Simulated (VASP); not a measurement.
A run of VASP 6.6.1 is set up as follows.

File INCAR:

```
PREC = Accurate ; ENCUT = 520
EDIFF = 1E-6 ; ISMEAR = 0
SIGMA = 0.03 ; LREAL = False
LASPH = True ; NELM = 80
ALGO = Fast ; ISIF = 2
LWAVE = False ; LCHARG = False
GGA = CA ; KPAR = 2
```

The input KPOINTS:

```
regular mesh
0
Gamma
  6 6 10
```

File POSCAR:

```
MgF2                                    
1.0
    4.6240511486      0.0000000000      0.0000000000
    0.0000000000      4.6240511486      0.0000000000
    0.0000000000      0.0000000000      3.0527962139
  Mg              F             
     2     4
Direct
     1.0000000000000000    0.0000000000000000    1.0000000000000000
     0.5000000000000000    0.5000000000000000    0.5000000000000000
     0.3031611946592399    0.3031611946592399    0.0000000000000000
     0.1968388053407601    0.8031611946592399    0.5000000000000000
     0.6968388053407601    0.6968388053407601    1.0000000000000000
     0.8031611946592399    0.1968388053407601    0.5000000000000000
```

The input KPOINTS_OPT:

```
explicit points
168
Reciprocal
 0.0000000000  0.0000000000  0.0000000000 1
 0.0000000000  0.0555555556  0.0000000000 1
 0.0000000000  0.1111111111  0.0000000000 1
 0.0000000000  0.1666666667  0.0000000000 1
 0.0000000000  0.2222222222  0.0000000000 1
 0.0000000000  0.2777777778  0.0000000000 1
[... 160 lines left out ...]
 0.0000000000  0.0000000000  0.5170009300 1
 0.0000000000  0.0000000000  0.4829990700 1
```

Potentials or basis: VASP PAW LDA potentials, release 64 (Mg, F).

Launch:

```console
$ cat potpaw_LDA.64/Mg/POTCAR potpaw_LDA.64/F/POTCAR > POTCAR
$ mpirun -np 2 vasp_std > vasp.out
```

Question: Estimate the band gap along the path.

Answer: 6.75 eV, direct.

Question: What does it give for the pressure?

Answer: -6.2 GPa.

Question: What does it give for the largest force?

Answer: 0.033 eV/Å.

Question: Estimate the band gap on the k mesh.

Answer: 6.75 eV, direct.

Forces on the atoms (eV/Å):
```
Mg   0.000  0.000  0.000
Mg   0.000  0.000  0.000
F    0.023  0.023  0.000
F   -0.023  0.023  0.000
F   -0.023 -0.023  0.000
F    0.023 -0.023  0.000
```

As with any semilocal functional, this LDA gap is likely too small.
